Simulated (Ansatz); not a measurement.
Na: distorted cells

These are results of Ansatz 0.2.0, DFT PBEsol, scalar-relativistic, plane waves, PAW, not measurements.

Settings: cutoff 420 eV, Γ-centred mesh 6×6×6 on the computed 1-atom cell, Gaussian smearing of 0.10 eV; no spin polarisation.

Reference cell:

```xyz
1
Lattice="7.0233 0.0000 0.0000 0.0000 7.0233 0.0000 0.0000 0.0000 7.0233" Properties=species:S:1:pos:R:3 pbc="T T T"
Na    0.0000    0.0000    0.0000
```

Each variant moves atoms of this cell by the vectors given, if any (Å), and then applies a symmetric strain (tensor components, Cartesian axes). The reference cell isn't relaxed at this level. Energies are per atom at zero smearing, counted from the lowest variant. Pressure is positive in compression.

1. strain (xx yy zz yz xz xy, %) 1.10 -7.90 1.10 0.00 0.00 0.00
2. strain (xx yy zz yz xz xy, %) -2.29 -2.29 -2.29 0.00 0.00 0.00
3. strain (xx yy zz yz xz xy, %) 0.68 0.68 0.68 0.00 0.00 0.00
4. strain (xx yy zz yz xz xy, %) 3.51 5.01 5.00 0.32 0.30 0.08
5. strain (xx yy zz yz xz xy, %) 1.11 1.11 1.11 0.00 0.00 0.00
6. strain (xx yy zz yz xz xy, %) 1.55 1.55 1.55 0.00 0.00 0.00
7. strain (xx yy zz yz xz xy, %) 1.43 1.62 1.10 -0.47 0.31 0.50
8. strain (xx yy zz yz xz xy, %) -2.74 -2.74 -2.74 0.00 0.00 0.00

```
variant  ΔE (meV/atom) P (GPa) largest force (eV/Å) gap on mesh (eV) space group
      1              ?        ?                     ?                 ?            ?
      2              ?        ?                     ?                 ?            ?
      3           37.5    -0.13                  0.00                 0        Pm-3m
      4           68.8    -0.10                  0.00                 0          P-1
      5           41.4    -0.13                  0.00                 0        Pm-3m
      6           45.3    -0.12                  0.00                 0        Pm-3m
      7           43.8    -0.12                  0.00                 0          P-1
      8            2.8    -0.17                  0.00                 0        Pm-3m
```

Q: Give the withheld rows.

A:
| variant | ΔE (meV/atom) | P (GPa) | largest force (eV/Å) | gap on mesh (eV) | space group |
| --- | --- | --- | --- | --- | --- |
| 1 | 0.0 | -0.17 | 0.00 | 0 | P4/mmm |
| 2 | 7.8 | -0.17 | 0.00 | 0 | Pm-3m |

This simple cubic form isn't the element's structure at ambient conditions.